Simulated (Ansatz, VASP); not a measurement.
**Two plane-wave programs on AlN**

INCAR

```
PREC = Accurate
ENCUT = 520
EDIFF = 1E-7
ISMEAR = -1
SIGMA = 0.05
LREAL = F
LASPH = T
NELM = 60
ALGO = Normal
ISIF = 2
LWAVE = F
LCHARG = T
GGA = PE
LELF = T
LVHAR = T
NBANDS = 16
```

Contents of KPOINTS:

```
regular mesh
0
Gamma
  9 9 7
```

The input POSCAR:

```
AlN
1.0
    3.3121157418      0.0000000000      0.0000000000
   -1.6560578709      2.8683763727      0.0000000000
    0.0000000000      0.0000000000      4.1875630000
Al N
2 2
Direct
    0.6666666667      0.3333333333      0.2500000000
    0.3333333333      0.6666666667      0.7500000000
    0.6666666667      0.3333333333      0.7500000000
    0.3333333333      0.6666666667      0.2500000000
```

The input input.yaml:

```yaml
crystal:
  lattice:
    - [3.3121157418, 0.0, 0.0]
    - [-1.6560578709, 2.8683763727, 0.0]
    - [0.0, 0.0, 4.187563]
  atoms:
    - { symbol: Al, position: [0.6666666667, 0.3333333333, 0.25] }
    - { symbol: Al, position: [0.3333333333, 0.6666666667, 0.75] }
    - { symbol: "N", position: [0.6666666667, 0.3333333333, 0.75] }
    - { symbol: "N", position: [0.3333333333, 0.6666666667, 0.25] }
hamiltonian:
  xc: pbe
  pseudopotentials: { kind: paw }
kpoints:
  mp_grid: { grid: [9, 9, 7] }
scf:
  occupations: { method: fermi_dirac, width: 0.05 }
output:
  forces: true
  stress: true
  eigenvalues: true
  write_density: true
  write_potential: true
  elf: true
  volumetric_format: npy
```

Measurements of this composition are mostly on another form, of space group No. 186.

Alike in both runs: task single point; functional PBE; k mesh 9 × 9 × 7; occupations fermi-dirac, width 0.05 eV; no spin polarisation.

|  | VASP | Ansatz |
| --- | --- | --- |
| version | VASP 6.6.1 | Ansatz 0.2.0 |
| potentials or method | VASP PAW PBE potentials, release 64 (Al, N) | Ansatz PAW |
| plane-wave cutoff (eV) | 520 | 420 |
| valence electrons in the cell | 16 | 16 |

Ansatz gave:

| Item | Value |
| --- | --- |
| gap on the k mesh at the Fermi level (eV) | 3.26 |
| least direct gap on the mesh (eV) | 3.26 |
| pressure (GPa) | 0.3 |
| largest component of the traceless stress (GPa) | 0.14 |

Problem. Estimate VASP's values.

Solution. gap on the k mesh at the Fermi level (eV): 3.27; least direct gap on the mesh (eV): 3.27; pressure (GPa): 0.0; largest component of the traceless stress (GPa): 0.01.

Caveats: an odd mesh through Γ misses points on the zone boundary, where band edges often lie (VASP); odd divisions of the mesh miss points on the zone boundary, where band edges often lie, so the gap on the mesh can be too wide (Ansatz); the pressure holds a Pulay correction of +0.5 GPa for the finite cutoff (Ansatz). As with any semilocal functional, this PBE gap is likely too small.
